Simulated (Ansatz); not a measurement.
# TaC: energy and pressure over a range of volumes, part 2 of 2

How stiff is TaC, and at what volume does the pressure vanish? The cell is scaled evenly, atoms carried along, and solved with LAPW, PAW and all-electron datasets made for the crystal.

Ansatz 0.2.0; DFT LDA; a database cell (COD). «Crystal datasets» are all-electron PAW datasets made for this crystal. Earlier steps stand in the parts before.

**9. Volume × 1.01, PAW**

Contents of input.yaml:

```yaml
crystal:
  lattice:
    - [0.0, 2.2343987254, 2.2343987254]
    - [2.2343987254, 0.0, 2.2343987254]
    - [2.2343987254, 2.2343987254, 0.0]
  atoms:
    - { symbol: Ta, position: [0.0, 0.0, 0.0] }
    - { symbol: C, position: [0.5, 0.5, 0.5] }
kpoints:
  mp_grid: { grid: [16, 16, 16] }
scf:
  occupations: { method: fermi_dirac, width: 0.05 }
hamiltonian:
  xc: lda
  pseudopotentials: { kind: paw }
output:
  forces: true
  stress: true
  eigenvalues: true
  efg: { contact_densities: true }
```

Run with:

```bash
$ ansatz run input.yaml --threads 1 --pin off --max-ram 3072MiB --backend cpu --events-out ev --progress --plain --runs-dir out
```

Standard output (excerpt; [...] marks lines left out):

```text
Ta: output.efg is read without spin–orbit coupling, which moves field gradients at and beside such atoms by some per cent and up to a factor of two; PAW files take it under magnetization.noncollinear and magnetization.spin_orbit
[...]
Pseudopotentials: kind: paw
Pseudopotential: Ta, paw, valence charge 13, recommended cutoff 420 eV (normal)
Pseudopotential: C, paw, valence charge 4, recommended cutoff 420 eV (normal)
Functional definition: SPW92
[...]
Crystal: 2 atoms, lattice volume = 22.311 Å³
Basis set: ecut = 420 eV, 411 PW (Γ)
Bands: 13, of which v1, the nominal top of the filled ones, is band 9 counted from 1 (8 counted from 0)
Symmetry: 48 space group operations
Space group: Fm-3m (ITA 225), of the structure as read, at distance tolerance 2.8e-5 Å
k-points: 145 of 4096
[...]
--- Forces (eV/Å), atoms counted from 1 ---
  atom   1  Ta    -0.00000000     0.00000000    -0.00000000
  atom   2  C      0.00000000     0.00000000     0.00000000
[...]
--- Stress (GPa, compression-positive) ---
      -12.355700       0.000000      -0.000000
        0.000000     -12.355700      -0.000000
        0.000000       0.000000     -12.355700
  P = ⅓ Tr σ = -12.3557 GPa (-123.557 kbar)
--- PAW observables at the nuclei: V_zz in 10²¹ V/m², potentials from the cell's mean, atoms counted from 1 ---
  atom   1  Ta V_zz =    -0.000000   η = 0.0000   by run symmetry: forbidden
            electrostatic potential = -14500.236166 V   contact ρ = 8123648.969761 e/Å³
  atom   2  C  V_zz =    -0.000000   η = 0.0000   by run symmetry: forbidden
            electrostatic potential = -430.461327 V   contact ρ = 851.976690 e/Å³
--- Band table (eV; the first three rows and the last of 145) ---
  k-point 0: bands = ["-49.2593", "-15.5289", "-15.5289", "-15.5289", "4.8931", "18.1137", "18.1137", "18.1137", "19.0223", "19.0223", "19.0223", "20.0824", "20.0824"]
[...]
```

Wall time 3.9 s (1 thread of Arm Neoverse V2, shared host); peak memory 0.36 GiB.

This run gives: pressure -12.36 GPa; no gap.

**10. Volume × 1.01, crystal datasets**

Changes to input.yaml since step 9:

```diff
@@ -14,3 +14,3 @@
   xc: lda
-  pseudopotentials: { kind: paw }
+  pseudopotentials: { kind: all_electron, datasets: crystal }
 output:
```

Run with:

```bash
$ ansatz run input.yaml --threads 1 --pin off --max-ram 3072MiB --backend cpu --events-out ev --progress --plain --runs-dir out
```

Standard output (excerpt; [...] marks lines left out):

```text
[...]
band count auto-derived: 22 (N_el = 31.0; filled up to band 16; 20 by the electrons, moments and atoms)
Ta: output.efg is read without spin–orbit coupling, which moves field gradients at and beside such atoms by some per cent and up to a factor of two; PAW files take it under magnetization.noncollinear and magnetization.spin_orbit
[...]
[... 4 set-up lines as earlier in the session ...]
[...]
Crystal: 2 atoms, lattice volume = 22.311 Å³
Basis set: ecut = 460 eV, 531 PW (Γ)
Bands: 22, of which v1, the nominal top of the filled ones, is band 16 counted from 1 (15 counted from 0)
[... 1 set-up line as earlier in the session ...]
[...]
  atom   1  Ta    -0.00000000    -0.00000000    -0.00000000
  atom   2  C      0.00000000    -0.00000000    -0.00000000
[...]
--- Stress (GPa, compression-positive) ---
      -12.483320       0.000000      -0.000000
        0.000000     -12.483320      -0.000000
       -0.000000       0.000000     -12.483320
  P = ⅓ Tr σ = -12.4833 GPa (-124.833 kbar)
--- PAW observables at the nuclei: V_zz in 10²¹ V/m², potentials from the cell's mean, atoms counted from 1 ---
  atom   1  Ta V_zz =    -0.000000   η = 0.0000   by run symmetry: forbidden
            electrostatic potential = -14494.182857 V   contact ρ = 8119516.588378 e/Å³
  atom   2  C  V_zz =    +0.000000   η = 0.0000   by run symmetry: forbidden
            electrostatic potential = -428.405809 V   contact ρ = 852.123818 e/Å³
--- Band table (eV; the first three rows and the last of 145) ---
  k-point 0: bands = ["-44.1987", "-10.4731", "-10.4731", "-10.4731", "3.9709", "3.9721", "3.9721", "3.9721", "4.0178", "4.0178", "4.0178", "9.9570", "23.1762", "23.1762", "23.1762", "24.0908", "24.0908", "24.0908", "25.1423", "25.1423"]
[...]
```

Run time: 32 s. Hardware: 1 thread of Arm Neoverse V2, shared host; peak memory 0.78 GiB.

This run gives: pressure -12.48 GPa; no gap.

**11. Volume × 1.04, LAPW**

Contents of input.yaml:

```yaml
crystal:
  lattice:
    - [0.0, 2.2563059923, 2.2563059923]
    - [2.2563059923, 0.0, 2.2563059923]
    - [2.2563059923, 2.2563059923, 0.0]
  atoms:
    - { symbol: Ta, position: [0.0, 0.0, 0.0] }
    - { symbol: C, position: [0.5, 0.5, 0.5] }
kpoints:
  mp_grid: { grid: [16, 16, 16] }
  band_path:
    path:
      - [0.0, 0.0, 0.0]
      - [0.5, 0.0, 0.5]
      - [0.625, 0.25, 0.625]
      - [0.375, 0.375, 0.75]
      - [0.0, 0.0, 0.0]
      - [0.5, 0.5, 0.5]
      - [0.5, 0.25, 0.75]
      - [0.5, 0.0, 0.5]
    npoints: 5
scf:
  occupations: { method: fermi_dirac, width: 0.05 }
hamiltonian:
  xc: lda
  pseudopotentials: { kind: all_electron, lapw: { basis_error: 0.001 } }
output:
  forces: true
  stress: true
  eigenvalues: true
```

Run with:

```bash
$ ansatz run input.yaml --threads 1 --pin off --max-ram 3072MiB --backend cpu --events-out ev --progress --plain --runs-dir out
```

Standard output (excerpt; [...] marks lines left out):

```text
LAPW: plane waves up to 9.160 Å⁻¹, error target 1.0e-3 eV per atom; small_component_spin mean_spin; C in spheres of 0.930 Å, 6 of its electrons in bands, Dirac shells []; Ta in spheres of 1.326 Å, 43 of its electrons in bands, Dirac shells []
[...]
[... 4 set-up lines as earlier in the session ...]
[...]
Crystal: 2 atoms, lattice volume = 22.973 Å³
Basis set: ecut = 319.65458056823564 eV, 307 PW (Γ), exchange–correlation at level 2
Bands: 30, of which v1, the nominal top of the filled ones, is band 25 counted from 1 (24 counted from 0)
[... 2 set-up lines as earlier in the session ...]
k-points: 145 of 4096
[...]
the basis was enlarged: its passes take 121.9 KiB over the memory plan, 1 of 1 planned eigensolver slots
[...]
SCF iter  10: F=-425349.867582 eV  HF=-425349.867582 eV  |F-HF|=3.94e-8  |Δ(HF+E_count)|=   1.05e-7  Δρ=1.18e-5  dr2=3.65e-8  ethr=1.02e-9  ⟨swp⟩=2.3  Hψ=13012  notcnv=0
[...]
NSCF: frozen V_eff on 36 k-points
SCF converged after 10 iterations
Free energy (F): -425349.867582 eV
[...]
E sigma→0 (E₀):  -425349.865869 eV
Entropy (-TS):   -0.003426 eV (-1.713 meV/atom)
Fermi energy:    23.732410 eV
[...]
--- Forces (eV/Å), atoms counted from 1 ---
  atom   1  Ta    -0.00000000     0.00000000     0.00000000
  atom   2  C      0.00000000    -0.00000000    -0.00000000
[...]
--- Stress (GPa, compression-positive) ---
      -20.795798      -0.000000       0.000000
       -0.000000     -20.795798       0.000000
        0.000000       0.000000     -20.795798
  P = ⅓ Tr σ = -20.7958 GPa (-207.958 kbar)
--- Band table (eV; the first three rows and the last of 145) ---
[...]
```

It took 42 s on 1 thread of Arm Neoverse V2, shared host; peak memory 0.53 GiB.

This run gives: pressure -20.80 GPa; no gap.

**12. Volume × 1.04, PAW**

Contents of input.yaml:

```yaml
crystal:
  lattice:
    - [0.0, 2.2563059923, 2.2563059923]
    - [2.2563059923, 0.0, 2.2563059923]
    - [2.2563059923, 2.2563059923, 0.0]
  atoms:
    - { symbol: Ta, position: [0.0, 0.0, 0.0] }
    - { symbol: C, position: [0.5, 0.5, 0.5] }
kpoints:
  mp_grid: { grid: [16, 16, 16] }
scf:
  occupations: { method: fermi_dirac, width: 0.05 }
hamiltonian:
  xc: lda
  pseudopotentials: { kind: paw }
output:
  forces: true
  stress: true
  eigenvalues: true
  efg: { contact_densities: true }
```

Run with:

```bash
$ ansatz run input.yaml --threads 1 --pin off --max-ram 3072MiB --backend cpu --events-out ev --progress --plain --runs-dir out
```

Standard output (excerpt; [...] marks lines left out):

```text
Ta: output.efg is read without spin–orbit coupling, which moves field gradients at and beside such atoms by some per cent and up to a factor of two; PAW files take it under magnetization.noncollinear and magnetization.spin_orbit
[...]
[... 4 set-up lines as earlier in the session ...]
[...]
Crystal: 2 atoms, lattice volume = 22.973 Å³
Basis set: ecut = 420 eV, 459 PW (Γ)
Bands: 13, of which v1, the nominal top of the filled ones, is band 9 counted from 1 (8 counted from 0)
[... 2 set-up lines as earlier in the session ...]
k-points: 145 of 4096
[...]
--- Forces (eV/Å), atoms counted from 1 ---
  atom   1  Ta    -0.00000000     0.00000000    -0.00000000
  atom   2  C      0.00000000     0.00000000     0.00000000
[...]
--- Stress (GPa, compression-positive) ---
      -20.761697       0.000000       0.000000
        0.000000     -20.761697       0.000000
       -0.000000      -0.000000     -20.761697
  P = ⅓ Tr σ = -20.7617 GPa (-207.617 kbar)
--- PAW observables at the nuclei: V_zz in 10²¹ V/m², potentials from the cell's mean, atoms counted from 1 ---
  atom   1  Ta V_zz =    +0.000000   η = 0.0000   by run symmetry: forbidden
            electrostatic potential = -14499.285104 V   contact ρ = 8123644.050281 e/Å³
  atom   2  C  V_zz =    -0.000000   η = 0.0000   by run symmetry: forbidden
            electrostatic potential = -429.592962 V   contact ρ = 851.971806 e/Å³
--- Band table (eV; the first three rows and the last of 145) ---
  k-point 0: bands = ["-49.9591", "-16.2306", "-16.2306", "-16.2306", "4.4750", "17.5442", "17.5442", "17.5442", "18.4174", "18.4174", "18.4174", "19.4285", "19.4285"]
[...]
```

It took 3.9 s on 1 thread of Arm Neoverse V2, shared host; peak memory 0.36 GiB.

In short: pressure -20.76 GPa; no gap.

**13. Volume × 1.04, crystal datasets**

Changes to input.yaml since step 12:

```diff
@@ -14,3 +14,3 @@
   xc: lda
-  pseudopotentials: { kind: paw }
+  pseudopotentials: { kind: all_electron, datasets: crystal }
 output:
```

Run with:

```bash
$ ansatz run input.yaml --threads 1 --pin off --max-ram 3072MiB --backend cpu --events-out ev --progress --plain --runs-dir out
```

Standard output (excerpt; [...] marks lines left out):

```text
[...]
band count auto-derived: 22 (N_el = 31.0; filled up to band 16; 20 by the electrons, moments and atoms)
Ta: output.efg is read without spin–orbit coupling, which moves field gradients at and beside such atoms by some per cent and up to a factor of two; PAW files take it under magnetization.noncollinear and magnetization.spin_orbit
[...]
[... 1 set-up line as earlier in the session ...]
Pseudopotential: Ta, paw, valence charge 27, recommended cutoff 440 eV (normal), Koelling and Harmon's equation, gaussian nucleus
Pseudopotential: C, paw, valence charge 4, recommended cutoff 440 eV (normal), Koelling and Harmon's equation, gaussian nucleus
[... 1 set-up line as earlier in the session ...]
[...]
Crystal: 2 atoms, lattice volume = 22.973 Å³
Basis set: ecut = 440 eV, 531 PW (Γ)
Bands: 22, of which v1, the nominal top of the filled ones, is band 16 counted from 1 (15 counted from 0)
[... 1 set-up line as earlier in the session ...]
[...]
  atom   1  Ta    -0.00000000     0.00000000    -0.00000000
  atom   2  C      0.00000000     0.00000000    -0.00000000
[...]
--- Stress (GPa, compression-positive) ---
      -20.799590      -0.000000      -0.000000
       -0.000000     -20.799590      -0.000000
       -0.000000       0.000000     -20.799590
  P = ⅓ Tr σ = -20.7996 GPa (-207.996 kbar)
--- PAW observables at the nuclei: V_zz in 10²¹ V/m², potentials from the cell's mean, atoms counted from 1 ---
  atom   1  Ta V_zz =    -0.000000   η = 0.0000   by run symmetry: forbidden
            electrostatic potential = -14493.302733 V   contact ρ = 8119511.655134 e/Å³
  atom   2  C  V_zz =    -0.000000   η = 0.0000   by run symmetry: forbidden
            electrostatic potential = -427.550987 V   contact ρ = 852.119116 e/Å³
--- Band table (eV; the first three rows and the last of 145) ---
  k-point 0: bands = ["-45.0348", "-11.3142", "-11.3142", "-11.3142", "3.1151", "3.1173", "3.1173", "3.1173", "3.1576", "3.1576", "3.1576", "9.3927", "22.4615", "22.4615", "22.4615", "23.3410", "23.3410", "23.3410", "24.3438", "24.3438"]
[...]
```

Run time: 26 s. Hardware: 1 thread of Arm Neoverse V2, shared host; peak memory 0.7 GiB.

Result: pressure -20.80 GPa; no gap.

**14. Fits**

The rows at scale 1 come from earlier runs of the unscaled cell with the same settings.

```
          method  volume (Å³/atom)  F above the lowest (meV/atom)  pressure (GPa)
            LAPW            10.382                           13.3           12.94
            LAPW            10.824                            0.0           -2.73
            LAPW            11.045                            8.4           -9.40
            LAPW            11.155                           16.0          -12.48
            LAPW            11.487                           50.6          -20.80
             PAW            10.382                           14.2           13.37
             PAW            10.824                            0.0           -2.49
             PAW            11.045                            8.2           -9.24
             PAW            11.155                           15.6          -12.36
             PAW            11.487                           50.1          -20.76
crystal datasets            10.382                              –           12.94
crystal datasets            10.824                              –           -2.73
crystal datasets            11.045                              –           -9.40
crystal datasets            11.155                              –          -12.48
crystal datasets            11.487                              –          -20.80
```

**15. What came out**

The summary covers parts 1 to 2.

| quantity | value |
| --- | --- |
| equilibrium volume (LAPW) | 10.740 Å³/atom |
| bulk modulus (LAPW) | 356 GPa |
| its pressure derivative (LAPW) | 4.2 |
| equilibrium volume (PAW) | 10.748 Å³/atom |
| bulk modulus (PAW) | 359 GPa |
| its pressure derivative (PAW) | 4.2 |
| equilibrium volume (crystal datasets) | 10.740 Å³/atom |
| bulk modulus (crystal datasets) | 356 GPa |
| its pressure derivative (crystal datasets) | 4.2 |

In words: A third-order Birch-Murnaghan fit to the LAPW pressures puts zero pressure at 10.74 Å³/atom, -2.8 % from the given cell, with a bulk modulus of 356 GPa. PAW's volume lies +0.07 % and its modulus +0.9 % from LAPW's. No thermal or zero-point expansion is included. Spin-orbit coupling is left out, though the cell holds Ta; in elements this heavy it can shift bands and gaps by tenths of an eV.
